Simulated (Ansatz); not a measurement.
# Sr: electron density at the nuclei under pressure

```yaml
crystal:
  lattice:
    - [-3.70636, 3.70636, 2.02088]
    - [3.70636, -3.70636, 2.02088]
    - [3.70636, 3.70636, -2.02088]
  atoms:
    - { symbol: Sr, position: [0.75000, 0.25000, 0.50000] }
    - { symbol: Sr, position: [0.00000, 0.00000, 0.00000] }
```

Atoms are numbered in the order listed.

The cell is the one relaxed in the Materials Project (mp-10617), not relaxed further here; entries there can be hypothetical.

Computed with DFT, r2SCAN, all-electron PAW with datasets made for the crystal, scalar-relativistic (Ansatz 0.2.0).

The runs use a Γ-centred 12×12×12 k mesh, Fermi–Dirac smearing of 0.05 eV, cutoff 200 eV (chosen by the program for this cell), no spin polarisation.

The contact density is the mean electron density over the nuclear volume; its changes follow the s electrons' response to bonding and compression. Changes below are taken from the unscaled cell, where it is 400533 e/Å³ at Sr1.

```tsv
V/V(cell)	P (GPa)	Δρ(0) Sr1 (e/Å³)
0.9600	0.4	?
1.0000	0.0	0.00
1.0400	-0.3	?
```

**Question.** What belongs in the row "0.9600", column "Δρ(0) Sr1 (e/Å³)"?

**Answer.** 0.18.

**Question.** What belongs in the row "1.0400", column "Δρ(0) Sr1 (e/Å³)"?

**Answer.** -0.13.

The datasets are made afresh for each cell, so very small changes are uncertain.
